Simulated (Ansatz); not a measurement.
Fe under changes of volume

One of the cells (11.435 Å³/atom); the others are scaled copies at fixed shape and fractional positions:

```
Fe
1.0
     0.00000    1.94174    1.96511
     1.49844    0.00000    1.96511
     1.49844    1.94174    0.00000
Fe
1
Direct
  0.00000 0.00000 0.00000
```

* Program: Ansatz 0.2.0
* Functional: PBEsol
* Potentials or basis: all-electron LAPW, scalar-relativistic
* Cutoff: 316 eV (chosen from the basis error)
* Basis error allowed: 0.001 eV/atom
* k mesh: 13 × 13 × 13
* Occupations: fermi-dirac, width 0.05 eV
* Spin: collinear spin, ferromagnetic start
* Starting moments: [3.0] μB

| volume (Å³/atom) | energy over the lowest point (meV/atom) | pressure (GPa) | moment (μB per cell) |
| --- | --- | --- | --- |
| 10.749 | 0.00 | 1.5 | 2.06 |
| 10.978 | 1.40 | -3.1 | 2.09 |
| 11.207 | 9.03 | -7.1 | 2.13 |
| 11.435 | 21.98 | -10.5 | 2.17 |
| 11.664 | ? | ? | ? |
| 11.893 | 60.18 | -15.8 | 2.27 |
| 12.121 | 84.29 | -17.9 | 2.32 |

Q: What does the run at 11.664 Å³/atom give?

A: Energy over the lowest point 39.31 meV/atom; pressure -13.4 GPa; moment 2.22 μB per cell.

Worked out: A Birch-Murnaghan fit of order 3 (a polynomial in V^(-2/3)) to the other rows has its minimum at 10.81 Å³/atom with B0 = V·E''(V) = 230 GPa and B' = 6.7 at fixed shape and positions, which overstates the stiffness. It gives 39.21 meV/atom at 11.664 Å³/atom, against the run's 39.31, and -dE/dV = -13.5 GPa, against -13.4. A parabola through the other rows of the moment, of slope 0.21 μB per Å³/atom there, gives 2.22 μB, against the run's 2.22.

Energies are extrapolated to zero smearing.
